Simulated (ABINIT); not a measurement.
Input of an ABINIT 10.8.3 (patched build) run:

The input run.abi:

```
# Datasets: one volume each
ndtset 7
getwfk -1
scalecart1 3*0.9795861087
scalecart2 3*0.9864848297
scalecart3 3*0.9932883884
scalecart4 3*1.0000000000
scalecart5 3*1.0066227096
scalecart6 3*1.0131594038
scalecart7 3*1.0196128224

# Pseudopotentials
pp_dirpath "./"
pseudos "Nb.GGA_PBE-JTH.xml"

# Structure
acell 3*1.0
rprim
    -3.1444097851     3.1444097851     3.1444097851
     3.1444097851    -3.1444097851     3.1444097851
     3.1444097851     3.1444097851    -3.1444097851
ntypat 1
znucl 41
natom 1
typat 1
xred
     0.0000000000     0.0000000000     0.0000000000

# Plane-wave basis
ecut 435.382180 eV
pawecutdg 32.0

# k points
kptopt 1
ngkpt 11 11 11
nshiftk 1
shiftk 0.0 0.0 0.0

# Exchange and correlation
ixc -144130

# Bands and occupations
nband 11
occopt 3
tsmear 0.05 eV

# SCF cycle
nstep 100
tolvrs 1.0e-9

# Output
iomode 3
prtwf 1
prtden 0
prteig 0
prtebands 0
```

Potentials or basis: JTH PAW PBE v2.0.

Launch:

```sh
$ abinit run.abi > log 2>&1
```

(1) Predict the equilibrium volume.

(2) What does it give for the pressure derivative of the bulk modulus?

Results:

(1) 18.95 Å³/atom.

(2) 3.3.

Caveat: pressures at fixed basis lie under the slope of the energies; the PAW data sets were made with another functional, which shifts forces and pressure a little.

**The experiment to reproduce.**

From “Pressure effects on the electronic structure and superconductivity of (TaNb)0.67(HfZrTi)0.33 high entropy alloy”, 2019, arxiv:1910.08312, for a bulk crystal of Nb: bulk modulus 169 GPa.

Against the measured bulk modulus of Nb, 169 GPa (quoted in “Pressure effects on the electronic structure and superconductivity of (TaNb)0.67(HfZrTi)0.33 high entropy alloy”, 2019, arxiv:1910.08312), the calculated 167 GPa is off by -1.0 %. The fit is for a static lattice scaled at fixed shape and fixed fractional positions.
